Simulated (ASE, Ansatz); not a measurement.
**Relaxing zinc-blende AlN, displaced supercell (64 atoms)**

How does zinc-blende AlN, displaced supercell (64 atoms) relax, and what do bonds, charges and levels look like afterwards?

Calculated with Ansatz 0.2.0; Kohn-Sham DFT, r2SCAN, PAW (set soft_2), plane waves.

## Step 1: The starting structure

The cell holds 64 atoms: 32 Al and 32 N. Its edges and angles: a = 8.761 Å, b = 8.761 Å, c = 8.760 Å, α = 90.0°, β = 90.0°, γ = 88.3°. It derives from AlN (zinc-blende), repeated 2×2×2. Zinc-blende AlN (a = 4.38 Å), 2 x 2 x 2 conventional cells, xy shear strain +3 %; every coordinate displaced by a Gaussian of 0.03 Å.

Structure file:

```cif
data_structure
_symmetry_space_group_name_H-M 'P 1'
_symmetry_Int_Tables_number 1
_cell_length_a 8.7610
_cell_length_b 8.7610
_cell_length_c 8.7600
_cell_angle_alpha 90.000
_cell_angle_beta 90.000
_cell_angle_gamma 88.281
_cell_volume 672.07
loop_
_atom_site_label
_atom_site_type_symbol
_atom_site_fract_x
_atom_site_fract_y
_atom_site_fract_z
_atom_site_occupancy
Al1 Al 0.00326 0.00051 0.99864 1
N2 N 0.12290 0.13437 0.12666 1
Al3 Al 0.00361 0.24975 0.24976 1
N4 N 0.12357 0.37082 0.37016 1
Al5 Al 0.24912 0.99897 0.24517 1
N6 N 0.37959 0.12125 0.37788 1
Al7 Al 0.25544 0.25109 0.99758 1
N8 N 0.37849 0.38109 0.12613 1
Al9 Al 0.99888 0.00130 0.50124 1
N10 N 0.11869 0.12177 0.61934 1
Al11 Al 0.00145 0.24982 0.75265 1
N12 N 0.13288 0.37412 0.86977 1
Al13 Al 0.24883 0.00370 0.74965 1
N14 N 0.37774 0.11880 0.87918 1
Al15 Al 0.25344 0.24059 0.50322 1
N16 N 0.37754 0.37279 0.62482 1
Al17 Al 0.99927 0.49614 0.00390 1
N18 N 0.12178 0.62496 0.12337 1
Al19 Al 0.99525 0.73891 0.24630 1
N20 N 0.12572 0.87053 0.37740 1
Al21 Al 0.25268 0.49772 0.25489 1
N22 N 0.37771 0.62577 0.37225 1
Al23 Al 0.24832 0.75211 0.00131 1
N24 N 0.36912 0.87229 0.12818 1
Al25 Al 0.00172 0.49746 0.49946 1
N26 N 0.12828 0.62482 0.63006 1
Al27 Al 0.99982 0.75477 0.75424 1
N28 N 0.13135 0.87630 0.87330 1
Al29 Al 0.25045 0.50018 0.75298 1
N30 N 0.37318 0.62981 0.87041 1
Al31 Al 0.25224 0.75215 0.49605 1
N32 N 0.37734 0.87261 0.62700 1
Al33 Al 0.51023 0.99957 0.00452 1
N34 N 0.62273 0.12349 0.12679 1
Al35 Al 0.50120 0.24173 0.25138 1
N36 N 0.62639 0.36746 0.37150 1
Al37 Al 0.74555 0.99772 0.24762 1
N38 N 0.87843 0.12468 0.37578 1
Al39 Al 0.74982 0.24745 0.00584 1
N40 N 0.87685 0.37226 0.12235 1
Al41 Al 0.50090 0.00581 0.50644 1
N42 N 0.62538 0.12276 0.62942 1
Al43 Al 0.50357 0.25310 0.74896 1
N44 N 0.62216 0.37921 0.87904 1
Al45 Al 0.74449 0.00836 0.74656 1
N46 N 0.87727 0.11938 0.87189 1
Al47 Al 0.74985 0.24850 0.50145 1
N48 N 0.87404 0.37314 0.62419 1
Al49 Al 0.50285 0.50077 0.00102 1
N50 N 0.62489 0.62621 0.12907 1
Al51 Al 0.49935 0.74942 0.25019 1
N52 N 0.62383 0.87988 0.38250 1
Al53 Al 0.74650 0.50190 0.25446 1
N54 N 0.87223 0.62695 0.37390 1
Al55 Al 0.75182 0.74998 0.00098 1
N56 N 0.87996 0.87528 0.12144 1
Al57 Al 0.50929 0.49926 0.49936 1
N58 N 0.62750 0.61869 0.62431 1
Al59 Al 0.49518 0.75715 0.74524 1
N60 N 0.62724 0.87098 0.87586 1
Al61 Al 0.75010 0.50074 0.75678 1
N62 N 0.87189 0.63057 0.87729 1
Al63 Al 0.75418 0.75481 0.49642 1
N64 N 0.87365 0.88073 0.62822 1
```

Before any run, some limits are plain. Sampling is at Γ alone, for a cell whose shortest periodic width is 9 Å.

## Step 2: Single point at the start

A single point comes first, to see the forces before anything moves.

input.yaml reads:

```yaml
crystal:
  lattice:
    - [8.76, 0.1314, 0.0]
    - [0.1314, 8.76, 0.0]
    - [0.0, 0.0, 8.76]
  atoms:
    - { symbol: Al, position: [0.00326, 0.00051, 0.99864] }
    - { symbol: "N", position: [0.1229, 0.13437, 0.12666] }
    - { symbol: Al, position: [0.00361, 0.24975, 0.24976] }
    - { symbol: "N", position: [0.12357, 0.37082, 0.37016] }
    [... 54 atom lines left out ...]
    - { symbol: Al, position: [0.49518, 0.75715, 0.74524] }
    - { symbol: "N", position: [0.62724, 0.87098, 0.87586] }
    - { symbol: Al, position: [0.7501, 0.50074, 0.75678] }
    - { symbol: "N", position: [0.87189, 0.63057, 0.87729] }
    - { symbol: Al, position: [0.75418, 0.75481, 0.49642] }
    - { symbol: "N", position: [0.87365, 0.88073, 0.62822] }
kpoints:
  mp_grid: { grid: [1, 1, 1] }
hamiltonian:
  xc: r2scan
scf:
  occupations: { method: fermi_dirac, width: 0.05 }
output:
  forces: true
  stress: true
  populations: true
  dos:
    method: { smearing: { sigma: 0.15 } }
    de: 0.1
    projected: { site_lists: { Al: [Al], "N": ["N"] } }
  eigenvalues: true
```

Launch:

```bash
ansatz run input.yaml --threads 4 --pin off --max-ram 8192MiB --backend cpu --events-out ev --progress --plain --runs-dir out
```

Numbers of over 12 decimals in the logs are rounded to 6 here.

Log:

```text
Engine: ansatz 0.2.0, aarch64-unknown-linux-gnu
Pseudopotentials: kind: paw
Pseudopotential: Al, paw, valence charge 3, recommended cutoff 500 eV (meta_gga), Al.paw.azcp
Pseudopotential: N, paw, valence charge 5, recommended cutoff 500 eV (meta_gga), N.paw.azcp
[... 6 lines on functional and potentials left out ...]
Crystal: 64 atoms, lattice volume = 672.070 Å³
Basis set: ecut = 500 eV, 17035 PW (Γ), exchange–correlation on 256×256×256 points (64 copies of the dense FFT grid, shifted against one another)
Bands: 192, of which v1, the nominal top of the filled ones, is band 128 counted from 1 (127 counted from 0)
Symmetry: 1 space group operations
Space group: P1 (ITA 1), of the structure as read, at distance tolerance 8.8e-5 Å
k-points: 1
[... 7 lines on functional and potentials left out ...]
Initial density: superposition of atomic densities (neutral atoms: chi_scale 0, normalization atom), corrected by the library's trained network
Initial wavefunctions: pseudopotential atomic-orbital guess
Functional: x = r2scan, c = r2scan; τ floored in thin density (d = 2e-4 eV/Å³)
SCF iter   1: F=—  HF=-29704.462660 eV  |F-HF|=—  |Δ(HF+E_count)|=         —  Δρ=8.03e-3  dr2=5.10e-1  dr2_τ=5.12e0  ethr=1.77e-3  ⟨swp⟩=6.0  Hψ=883  notcnv=0  defer=32
preconditioner: auto → Resta (q_TF=auto, 2.323 Å⁻¹)  ε∞=3.6  [insulator: Δε(μ)=3.743 eV  Ē_g=14.222 eV  σ=0.050 eV  W_gap=1.00  n_scr=146 (ndim 8)  ℏωp=22.9 eV  f_vac=0.000  D(μ)=0.00/eV (n_scr^D=0)  ε∞_Penn≈3.6]
SCF iter   2: F=—  HF=-29706.721667 eV  |F-HF|=—  |Δ(HF+E_count)|=    2.26e0  Δρ=5.31e-3  dr2=1.49e-1  dr2_τ=5.74e-3  ethr=1.99e-4  ⟨swp⟩=2.0  Hψ=353  notcnv=0  defer=60
SCF iter   3: F=—  HF=-29706.699963 eV  |F-HF|=—  |Δ(HF+E_count)|=   2.17e-2  Δρ=7.46e-4  dr2=2.22e-3  dr2_τ=7.70e-4  ethr=5.83e-5  ⟨swp⟩=2.0  Hψ=232  notcnv=0  defer=60
SCF iter   4: F=—  HF=-29706.700471 eV  |F-HF|=—  |Δ(HF+E_count)|=   5.08e-4  Δρ=2.89e-4  dr2=5.60e-4  dr2_τ=7.51e-5  ethr=8.67e-7  ⟨swp⟩=2.0  Hψ=259  notcnv=0  defer=60
SCF iter   5: F=—  HF=-29706.700419 eV  |F-HF|=—  |Δ(HF+E_count)|=   5.20e-5  Δρ=9.75e-5  dr2=5.41e-5  dr2_τ=9.52e-6  ethr=2.19e-7  ⟨swp⟩=2.0  Hψ=260  notcnv=0  defer=60
SCF iter   6: F=—  HF=-29706.701215 eV  |F-HF|=—  |Δ(HF+E_count)|=   7.96e-4  Δρ=2.85e-5  dr2=4.80e-6  dr2_τ=2.82e-7  ethr=2.11e-8  ⟨swp⟩=2.0  Hψ=243  notcnv=0  defer=60
SCF iter   7: F=—  HF=-29706.701216 eV  |F-HF|=—  |Δ(HF+E_count)|=   4.62e-7  Δρ=7.18e-6  dr2=3.52e-7  dr2_τ=5.26e-8  ethr=1.88e-9  ⟨swp⟩=2.0  Hψ=259  notcnv=0  defer=60
SCF iter   8: F=-29706.701216 eV  HF=-29706.701216 eV  |F-HF|=4.33e-8  |Δ(HF+E_count)|=   6.60e-9  Δρ=3.30e-6  dr2=7.95e-8  dr2_τ=7.43e-9  ethr=3.91e-11  ⟨swp⟩=26.0  Hψ=1603  notcnv=0
SCF 1 converged in 8 iterations: F = -29706.701216 eV  dr2 = 7.95e-8
  greatest PAW one-centre occupation: 0.798 electrons in one spin orbital (limit 2), on the N atom at site 41 (counted from 0), in its partial waves of l = 0
SCF converged after 8 iterations
Free energy (F): -29706.701216 eV
Harris-Foulkes:  -29706.701216 eV  (|F-HF|=4.33e-8)
Internal energy: -29706.701216 eV  (E = F + TS)
E sigma→0 (E₀):  -29706.701216 eV
Fermi energy:    8.620721 eV
--- Per-component energies (eV) ---
  E_band       = 355.487995
  E_kinetic    = 5132.361902
  E_local      = -7197.057620  (includes V_loc(G=0)·N_el)
  E_nonlocal   = 1736.075546
  E_hartree    = 2520.126762
  E_xc         = -3160.022851
  E_vxc        = -3808.285464  (∫ρ·V_xc dr)
  E_paw        = -19278.597845  (= ΣΔE_a)
  E_vpaw       = -752.339834  (= ΣTr[D̂ρ^β])
  E_aug_tail   = 0.000590  (compensation charges beyond the density's cutoff)
  E_vtau       = 204.500310  (kinetic-family band-sum trace: ∫τ·v_τ [+ j·A + Jᵃ·Aᵃ] dr)
  E_ewald      = -9456.718175
  E_core_change = -2.869524  (= ΣΔE_core)
  E_smearing   = -0.000000  (= −TS)
  E_closure    = -0.000000  (closes the sum)
  Σ components = -29706.701216   (vs F -29706.701216, Δ=0.00e0)
--- Forces (eV/Å), atoms counted from 1 ---
  atom   1  Al     0.08097279     0.00450691     0.33668943
  atom   2  N      1.15997691    -1.54135032    -1.19128450
  atom   3  Al    -1.15550731     0.13711338     0.63895968
  atom   4  N      0.79082588     0.48681375     1.04372800
  atom   5  Al    -0.58315177     0.14981313     1.29511595
  atom   6  N     -0.68227788     0.14326669    -0.78418115
  atom   7  Al    -0.07822903     0.15964934     0.75983515
  atom   8  N      0.01905131    -1.30707003    -0.13692504
  atom   9  Al    -0.13176605    -1.01563624    -0.49574143
  atom  10  N      1.34282380     0.63597124     1.06998094
  atom  11  Al    -0.18298842    -0.00687770    -0.45177880
  atom  12  N     -1.23775981    -0.28661703     0.78610563
  atom  13  Al     0.37097892    -0.69968590     0.14277039
  atom  14  N      0.32682578     0.82255129    -0.71490504
[...]
atom  63  Al    -0.45067983    -0.31124708     1.59036402
  atom  64  N      0.02184114    -0.51270538    -0.56806447
  max |Σ_I F_I| component: 1.49e-4 eV/Å
--- Stress (GPa, compression-positive) ---
       -0.447368      -6.833394       0.400848
       -6.833410      -0.634015       0.059430
        0.400878       0.059412      -0.584008
  P = ⅓ Tr σ = -0.5551 GPa (-5.551 kbar)
--- Band table (eV) ---
  k-point 0: bands = ["-9.1143", "-8.1790", "-8.1500", "-8.0161", [... 176 levels ...], "17.6638", "17.6755", "17.7505", "17.7744", "17.8456", "18.1307", "18.1734", "18.3530", "18.4405", "18.4735", "18.5182", "18.5627"]
--- Löwdin populations: 64 sites ---
  site symbol       q [e]
     0     Al      1.8721
     1      N      6.0642
     2     Al      1.8591
[...]
63      N      6.0604
  spilling = 0.008349 (of n_electrons = 256.000000)
```

It took 14 s on 4 threads of Arm Neoverse V2, shared host; peak memory 1.6 GiB; 53 s of CPU time.

Reading the cycles: dr2 is the Hartree energy of the density residual (eV), the measure of convergence; HF is the Harris–Foulkes estimate of the energy, which meets the free energy F at convergence.

Numbers from this run:

```
free energy                                      : -29706.7012 eV
free energy per atom                             : -464.1672 eV/atom
SCF cycles                                       : 8
pressure                                         : -0.5551 GPa
r.m.s. force component                           : 0.7826 eV/Å
longest force                                    : 3.185 eV/Å
Fermi energy                                     : 8.621 eV
gap (highest filled to lowest empty level) : 3.679 eV
spilling of the projection                       : 0.008349
```

The r.m.s. force component of 0.78 eV/Å and the pressure of -0.56 GPa set the starting point.

Length of the force by element:

```tsv
element	coordination	atoms	mean length of the force (eV/Å)	spread	least	most
Al	all	32	1.23	0.652	0.346	3.18
N	all	32	1.23	0.485	0.458	2.47
```

## Step 3: Relaxation

With the cell held, the atoms are moved downhill towards a nearby minimum.

input.yaml, the sections that differ from step 2:

```yaml
output:
  forces: true
relax:
  f_tol: 0.03
  max_steps: 200
# crystal, kpoints, hamiltonian, scf: as in step 2
```

Log:

```text
[...]
Crystal: 64 atoms, lattice volume = 672.070 Å³
Basis set: ecut = 500 eV, 17035 PW (Γ), exchange–correlation on 256×256×256 points (64 copies of the dense FFT grid, shifted against one another)
Bands: 192, of which v1, the nominal top of the filled ones, is band 128 counted from 1 (127 counted from 0)
Symmetry: 1 space group operations
[...]
k-points: 1
[...]
SCF iter   1: F=—  HF=-29704.462660 eV  |F-HF|=—  |Δ(HF+E_count)|=         —  Δρ=8.03e-3  dr2=5.10e-1  dr2_τ=5.12e0  ethr=1.77e-3  ⟨swp⟩=6.0  Hψ=883  notcnv=0  defer=32
[...]
SCF iter   3: F=—  HF=-29706.699969 eV  |F-HF|=—  |Δ(HF+E_count)|=   2.17e-2  Δρ=7.47e-4  dr2=2.22e-3  dr2_τ=7.70e-4  ethr=5.83e-5  ⟨swp⟩=2.0  Hψ=232  notcnv=0  defer=16
automatic band count: iteration 3 solves 148 bands in place of 192: the levels show a gap, and the empty bands left out lie too high to hold charge; the band table lists the bands solved (type scf.n_extra_bands for more)
SCF iter   4: F=—  HF=-29706.701276 eV  |F-HF|=—  |Δ(HF+E_count)|=   1.31e-3  Δρ=2.89e-4  dr2=5.60e-4  dr2_τ=7.51e-5  ethr=8.67e-7  ⟨swp⟩=2.0  Hψ=259  notcnv=0  defer=16
[...]
SCF iter   6: F=-29706.701215 eV  HF=-29706.701215 eV  |F-HF|=9.27e-7  |Δ(HF+E_count)|=   4.85e-6  Δρ=2.83e-5  dr2=4.77e-6  dr2_τ=2.79e-7  ethr=8.79e-9  ⟨swp⟩=3.0  Hψ=408  notcnv=0
SCF 1 converged in 6 iterations: F = -29706.701215 eV  dr2 = 4.77e-6
[...]
relax step   1: F+E_penalty+E_count = -29706.70121454 eV  Δ(F+E_penalty+E_count) = +0.000e0 eV  max|allowed force component| = 2.251e0 eV/Å  Δτ_max = 0.0000 Å  (6 SCF iters, dr2 threshold 2.25e-5 eV, accepted)
[...]
relax step   2: F+E_penalty+E_count = -29708.12602024 eV  Δ(F+E_penalty+E_count) = -1.425e0 eV  max|allowed force component| = 1.107e0 eV/Å  Δτ_max = 0.0721 Å  (6 SCF iters, dr2 threshold 1.00e-4 eV, accepted)
[...]
relax step   3: F+E_penalty+E_count = -29708.74829735 eV  Δ(F+E_penalty+E_count) = -6.223e-1 eV  max|allowed force component| = 1.923e-2 eV/Å  Δτ_max = 0.0579 Å  (6 SCF iters, dr2 threshold 7.66e-5 eV, accepted)
[...]
relax step   4: F+E_penalty+E_count = -29708.74829798 eV  Δ(F+E_penalty+E_count) = -6.258e-7 eV  max|allowed force component| = 1.925e-2 eV/Å  Δτ_max = 0.0000 Å  (3 SCF iters, accepted)
[...]
SCF iter   2: F=-29708.748298 eV  HF=-29708.748298 eV  |F-HF|=6.84e-9  |Δ(HF+E_count)|=   1.52e-8  Δρ=1.93e-6  dr2=2.87e-8  dr2_τ=6.05e-10  ethr=2.82e-11  ⟨swp⟩=3.0  Hψ=414  notcnv=0
SCF 5 converged in 2 iterations: F = -29708.748298 eV  dr2 = 2.87e-8
SCF converged after 2 iterations
Free energy (F): -29708.748298 eV
[...]
Internal energy: -29708.748298 eV  (E = F + TS)
E sigma→0 (E₀):  -29708.748298 eV
Fermi energy:    8.635686 eV
[...]
--- Forces (eV/Å), atoms counted from 1 ---
  atom   1  Al     0.00579253     0.00239361     0.00105502
  atom   2  N      0.00791330    -0.00798876    -0.00483040
  atom   3  Al    -0.01132352     0.00421612     0.00747129
  atom   4  N      0.00315532     0.00737745    -0.00569142
  atom   5  Al    -0.00802560     0.00246257     0.00467652
  atom   6  N     -0.00014361     0.00548024    -0.00547357
  atom   7  Al    -0.00598659     0.00243673    -0.00350164
  atom   8  N      0.00285937     0.00279398    -0.00429175
  atom   9  Al    -0.00276645    -0.00639599    -0.00097071
  atom  10  N      0.00005809     0.00508126     0.00171067
  atom  11  Al     0.00243211     0.00442532     0.00166924
  atom  12  N     -0.00035289     0.00043906    -0.00036090
  atom  13  Al     0.00404545    -0.00088404    -0.00086415
  atom  14  N      0.00117680    -0.00495699     0.00493255
[...]
atom  63  Al    -0.00039025    -0.00131243    -0.00266016
  atom  64  N     -0.00262575     0.00517375    -0.00211743
  max |Σ_I F_I| component: 4.39e-4 eV/Å
--- Relaxed structure (4 steps of the walk, 4 accepted, 0 SCFs on fresh bases) ---
  F+E_penalty+E_count = -29708.74829798 eV   max|allowed force component| = 1.925e-2 eV/Å
  atoms:
    - { symbol: Al, position: [0.000723042, -0.000227801, 1.001459] }
    - { symbol: N, position: [0.125739, 0.124794, 0.124613] }
    - { symbol: Al, position: [0.000818355, 0.249749, 0.251443] }
    - { symbol: N, position: [0.125746, 0.374743, 0.374621] }
[...]
- { symbol: N, position: [0.875757, 0.874768, 0.624586] }
```

Elapsed: 35 s, on 4 threads; peak memory 1.6 GiB.

Relaxation path:

```tsv
step	energy less that of the first step (eV)	largest force component (eV/Å)
1	0.0000	2.2515
2	-1.4248	1.1071
3	-2.0471	0.0192
4	-2.0471	0.0192
```

The atoms that moved most (Å):

```tsv
atom	dx	dy	dz	length
Al19	0.050	0.096	0.045	0.117
Al45	0.053	-0.074	0.042	0.100
Al59	0.048	-0.063	0.054	0.096
N2	0.024	-0.084	-0.018	0.089
Al33	-0.083	0.000	-0.026	0.087
Al15	-0.022	0.080	-0.016	0.085
N52	0.016	-0.044	-0.069	0.084
N10	0.062	0.027	0.046	0.082
```

The relaxation changed the energy by -32.0 meV/atom, and atoms moved by 0.056 Å r.m.s., 0.12 Å at most.

## Step 4: Structure statistics after relaxation

Bonds before and after, by the cutoffs listed below:

```tsv
pair	bonds before	bonds after	mean before (Å)	mean after (Å)	spread before (Å)	spread after (Å)
Al-N	128	128	1.898	1.897	0.047	0.010
```

Density 3.24 g/cm³, 10.50 Å³ an atom.

g(r), total and by pair (bins of 0.1 Å):

```tsv
r (Å)	total	Al-Al	Al-N	N-N
1.75	0.00	0.00	0.00	0.00
1.85	4.75	0.00	9.51	0.00
1.95	4.51	0.00	9.02	0.00
2.05	0.00	0.00	0.00	0.00
2.15	0.00	0.00	0.00	0.00
2.25	0.00	0.00	0.00	0.00
2.35	0.00	0.00	0.00	0.00
2.45	0.00	0.00	0.00	0.00
2.55	0.00	0.00	0.00	0.00
2.65	0.00	0.00	0.00	0.00
2.75	0.00	0.00	0.00	0.00
2.85	0.00	0.00	0.00	0.00
2.95	0.00	0.00	0.00	0.00
3.05	8.84	17.70	0.00	17.70
3.15	1.71	3.42	0.00	3.42
3.25	0.00	0.00	0.00	0.00
3.35	0.00	0.00	0.00	0.00
3.45	0.00	0.00	0.00	0.00
3.55	2.62	0.00	5.23	0.00
3.65	4.98	0.00	9.97	0.00
3.75	0.00	0.00	0.00	0.00
3.85	0.00	0.00	0.00	0.00
3.95	0.00	0.00	0.00	0.00
4.05	0.00	0.00	0.00	0.00
4.15	0.00	0.00	0.00	0.00
4.25	0.00	0.00	0.00	0.00
4.35	2.62	5.24	0.00	5.24
4.45	0.00	0.00	0.00	0.00
4.55	0.00	0.00	0.00	0.00
4.65	0.00	0.00	0.00	0.00
4.75	3.68	0.00	7.36	0.00
4.85	0.72	0.00	1.44	0.00
4.95	0.00	0.00	0.00	0.00
5.05	0.00	0.00	0.00	0.00
5.15	0.00	0.00	0.00	0.00
5.25	0.00	0.00	0.00	0.00
5.35	4.69	9.39	0.00	9.39
5.45	2.27	4.54	0.00	4.54
5.55	0.00	0.00	0.00	0.00
5.65	2.60	0.00	5.21	0.00
5.75	1.52	0.00	3.04	0.00
5.85	0.00	0.00	0.00	0.00
5.95	0.00	0.00	0.00	0.00
6.05	0.00	0.00	0.00	0.00
```

Bonds by pair of elements; cutoffs follow the first minimum of g(r), held within bounds set by covalent radii, and pairs that aren't listed don't count as bonded:

```tsv
pair A-B	cutoff (Å)	bonds	mean length (Å)	spread (Å)	shortest (Å)	B about A	A about B
Al-N	2.33	128	1.90	0.01	1.89	4	4
```

How many atoms have how many bonded neighbours:

```tsv
element	mean	4
Al	4	32
N	4	32
```

Bond angles, per cent of each kind in bins of 5°:

```tsv
angle (°)	Al-N-Al	N-Al-N
105–110	83.3	83.3
110–115	16.7	16.7
```

Bond angles (no mean is given where the spread exceeds 20°):

```tsv
angle	count	mean (°)	spread (°)
Al-N-Al	192	110	0.9
N-Al-N	192	110	0.9
```

Rings of the network by King's shortest-path rule, up to 12 atoms, one path for each pair of neighbours; H, halogens, alkali and alkaline-earth atoms are left out, and the last column divides by all other atoms, bonded or not:

```tsv
ring size (atoms)	rings	per network atom
6	128	2
```

For some of the pairs, g(r) has its first main peak near 3.08 Å (Al-Al), 1.90 Å (Al-N) and 3.08 Å (N-N). By these cutoffs all Al atoms have 4 and all N atoms have 4 bonded neighbours. The Al-N-Al angle averages 110° with a spread of 0.9°. All rings counted have 6 atoms.

[end of part 1 of 2]

[Logs are printed without paths, hosts, clocks, repeated set-up lines and the standing remarks that a program may print on its own settings, such as how far it seeks lower states.]

[Hosts, paths, dates, database ids (printed as entryN), source tags and the programs' standing remarks are cut or masked in the printed files.]
